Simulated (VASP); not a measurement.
GaN: a GW calculation on PBE orbitals in VASP

INCAR, step 1 (ground state)

```
ISMEAR = 0
LREAL = .FALSE.
ENCUT = 500
PREC = Accurate
SIGMA = 0.01
EDIFF = 1E-7
LASPH = .TRUE.
LCHARG = .FALSE.
GGA = PE
NELM = 120
LWAVE = .TRUE.
```

INCAR, step 2 (empty bands)

```
LREAL = .FALSE.
ISTART = 1
ALGO = Exact
ENCUT = 500
ISMEAR = 0
LOPTICS = .TRUE.
LCHARG = .FALSE.
NELM = 1
EDIFF = 1E-7
GGA = PE
SIGMA = 0.01
PREC = Accurate
LWAVE = .TRUE.
LASPH = .TRUE.
NBANDS = 77
```

INCAR, step 3 (GW)

```
LWAVE = .FALSE.
LASPH = .TRUE.
ISTART = 1
PREC = Accurate
ENCUT = 500
GGA = PE
NBANDS = 77
NELMGW = 1
NELM = 120
SIGMA = 0.01
ENCUTGW = 120
LREAL = .FALSE.
NBANDSGW = 17
ISMEAR = 0
NOMEGA = 64
PRECFOCK = Fast
ALGO = EVGW0
ENCUTGWSOFT = 120
EDIFF = 1E-7
LCHARG = .FALSE.
```

KPOINTS

```
KPOINTS created by Atomic Simulation Environment
0
Gamma
6 6 6
0 0 0
```

POSCAR

```
Ga N
 1.0000000000000000
     0.0000000000000000    2.2500000000000000    2.2500000000000000
     2.2500000000000000    0.0000000000000000    2.2500000000000000
     2.2500000000000000    2.2500000000000000    0.0000000000000000
 Ga  N
   1   1
Cartesian
  0.0000000000000000  0.0000000000000000  0.0000000000000000
  1.1250000000000000  1.1250000000000000  1.1250000000000000
```

VASP ran with the GW set of PAW datasets (18 valence electrons in the cell).

From OUTCAR

```
k-points           NKPTS =     16   k-points in BZ     NKDIM =    216   number of bands    NBANDS=     77

   NELECT =      18.0000    total number of electrons

   dimension x,y,z NGX =    24 NGY =   24 NGZ =   24
   dimension x,y,z NGXF=    48 NGYF=   48 NGZF=   48

  energy-cutoff  :      500.00
  volume of cell :       22.78
      direct lattice vectors                 reciprocal lattice vectors
     0.000000000  2.250000000  2.250000000    -0.222222222  0.222222222  0.222222222
     2.250000000  0.000000000  2.250000000     0.222222222 -0.222222222  0.222222222
     2.250000000  2.250000000  0.000000000     0.222222222  0.222222222 -0.222222222

 k-points in reciprocal lattice and weights: KPOINTS created by Atomic Simulation Env
   0.00000000  0.00000000  0.00000000       0.005
   0.16666667  0.00000000  0.00000000       0.037
   0.33333333  0.00000000  0.00000000       0.037
   0.50000000  0.00000000  0.00000000       0.019
   0.16666667  0.16666667  0.00000000       0.028
   0.33333333  0.16666667  0.00000000       0.111
   0.50000000  0.16666667  0.00000000       0.111
  -0.33333333  0.16666667  0.00000000       0.111
   ...

 QP shifts <psi_nk| G(iteration)W_0 |psi_nk>: iteration 1
 for sc-GW calculations column KS-energies equals QP-energies in previous step
 and V_xc(KS)=  KS-energies - (<T + V_ion + V_H > + <T+V_H+V_ion>^1  + <V_x>^1)

 k-point   1 :       0.0000    0.0000    0.0000
  band No.  KS-energies  QP-energies   sigma(KS)   V_xc(KS)     V^pw_x(r,r')   Z            occupation Imag(sigma)

      1     -10.8205     -11.8248     -16.3848     -14.8620     -24.5999       0.6595       2.0000       1.0265
      2      -8.3461     -11.3250     -25.5813     -21.4829     -34.7853       0.7269       2.0000       0.1957
      3      -8.3461     -11.3250     -25.5813     -21.4829     -34.7853       0.7269       2.0000       0.1957
      4      -8.3461     -11.3250     -25.5813     -21.4829     -34.7853       0.7269       2.0000       0.1957
      5      -8.0249     -11.1156     -26.0196     -21.8061     -35.1841       0.7335       2.0000       0.1386
      6      -8.0249     -11.1156     -26.0196     -21.8061     -35.1841       0.7335       2.0000       0.1386
      7       5.1482       4.6752     -18.3700     -17.7518     -21.3722       0.7651       2.0000       0.0601
      8       5.1482       4.6752     -18.3700     -17.7518     -21.3722       0.7651       2.0000       0.0601
      9       5.1482       4.6752     -18.3700     -17.7518     -21.3722       0.7651       2.0000       0.0601
     10       6.9043       7.5561     -12.5455     -13.3662      -9.0817       0.7943       0.0000      -0.0552
     11      15.4758      16.2260     -10.4890     -11.4387      -5.3802       0.7899       0.0000      -0.1103
     12      15.4758      16.2260     -10.4890     -11.4387      -5.3802       0.7899       0.0000      -0.1103
     13      15.4758      16.2260     -10.4890     -11.4387      -5.3802       0.7899       0.0000      -0.1103
     14      22.8320      23.4529      -8.9638      -9.7645      -2.7102       0.7754       0.0000      -0.4732
     15      23.9710      24.2590      -9.2922      -9.6596      -2.9910       0.7840       0.0000      -0.6705
     16      23.9710      24.2590      -9.2922      -9.6596      -2.9910       0.7840       0.0000      -0.6705
     17      23.9710      24.2590      -9.2922      -9.6596      -2.9910       0.7840       0.0000      -0.6705

 k-point   2 :       0.1667    0.0000    0.0000
  band No.  KS-energies  QP-energies   sigma(KS)   V_xc(KS)     V^pw_x(r,r')   Z            occupation Imag(sigma)

      1     -10.5371     -11.6328     -17.0370     -15.4033     -25.2876       0.6707       2.0000       0.9811
      2      -8.3120     -11.2982     -25.6290     -21.5230     -34.8381       0.7273       2.0000       0.1942
      3      -8.3120     -11.2982     -25.6290     -21.5230     -34.8381       0.7273       2.0000       0.1942
      4      -8.2173     -11.1003     -25.0141     -21.0540     -34.0823       0.7280       2.0000       0.2337
      5      -8.0264     -11.1131     -26.0127     -21.8009     -35.1794       0.7329       2.0000       0.1397
      6      -8.0264     -11.1131     -26.0127     -21.8009     -35.1794       0.7329       2.0000       0.1397
      7       2.8614       2.1895     -16.7933     -15.9060     -19.9774       0.7572       2.0000       0.0786
      8       4.8751       4.3685     -18.1385     -17.4757     -21.1852       0.7643       2.0000       0.0623
      9       4.8751       4.3685     -18.1385     -17.4757     -21.1852       0.7643       2.0000       0.0623
     10       8.5112       9.2614     -13.2362     -14.1930      -9.6339       0.7841       0.0000      -0.0598
     11      14.4365      15.2506     -10.9994     -12.0373      -5.9703       0.7844       0.0000      -0.1081
     12      15.8336      16.6018     -10.6803     -11.6619      -5.4568       0.7827       0.0000      -0.1249
     13      15.8336      16.6018     -10.6803     -11.6619      -5.4568       0.7827       0.0000      -0.1249
     14      21.9566      22.2109      -8.7927      -9.1151      -2.7394       0.7885       0.0000      -0.5127
     15      22.0047      22.4585     -10.0309     -10.6072      -4.3883       0.7873       0.0000      -0.3757
     16      22.0047      22.4585     -10.0309     -10.6072      -4.3883       0.7873       0.0000      -0.3757
     17      25.7654      26.5108      -9.6112     -10.5616      -3.0587       0.7843       0.0000      -0.7507

 k-point   3 :       0.3333    0.0000    0.0000
  band No.  KS-energies  QP-energies   sigma(KS)   V_xc(KS)     V^pw_x(r,r')   Z            occupation Imag(sigma)

      1     -10.0697     -11.5385     -19.3060     -17.1586     -27.8302       0.6840       2.0000       0.7896
      2      -8.2670     -11.2654     -25.6829     -21.5631     -34.8873       0.7278       2.0000       0.1880
      3      -8.2670     -11.2654     -25.6829     -21.5631     -34.8873       0.7278       2.0000       0.1880
      4      -8.0044     -11.0940     -26.0489     -21.8374     -35.2362       0.7336       2.0000       0.1440
      5      -8.0044     -11.0940     -26.0489     -21.8374     -35.2362       0.7336       2.0000       0.1440
      6      -7.5480     -10.0163     -23.2776     -19.8826     -31.8908       0.7271       2.0000       0.3609
      7      -0.2295      -1.1155     -15.6024     -14.3898     -19.7508       0.7307       2.0000       0.1594
      8       4.3917       3.8329     -17.7809     -17.0483     -20.9140       0.7628       2.0000       0.0662
      9       4.3917       3.8329     -17.7809     -17.0483     -20.9140       0.7628       2.0000       0.0662
     10       9.6454      10.4467     -12.0697     -13.0819      -7.8754       0.7916       0.0000      -0.0714
     11      13.8162      14.7142     -12.4251     -13.6073      -7.2427       0.7597       0.0000      -0.1236
     12      15.8012      16.5015     -10.6508     -11.5447      -5.4774       0.7834       0.0000      -0.1325
     13      15.8012      16.5015     -10.6508     -11.5447      -5.4774       0.7834       0.0000      -0.1325
     14      20.8074      21.1639      -9.0560      -9.5119      -3.0495       0.7820       0.0000      -0.4254
     15      22.7801      23.3587     -10.5753     -11.3178      -4.5825       0.7793       0.0000      -0.4449
     16      22.7801      23.3587     -10.5753     -11.3178      -4.5825       0.7793       0.0000      -0.4449
     17      28.9194      29.8349     -10.7269     -11.8789      -3.6517       0.7946       0.0000      -1.1159

 ...
```

```
PBE gap on the mesh  : 1.76 eV
G₀W₀ gap on the mesh : 2.88 eV
```

These GW values are short of the basis and mesh limit.
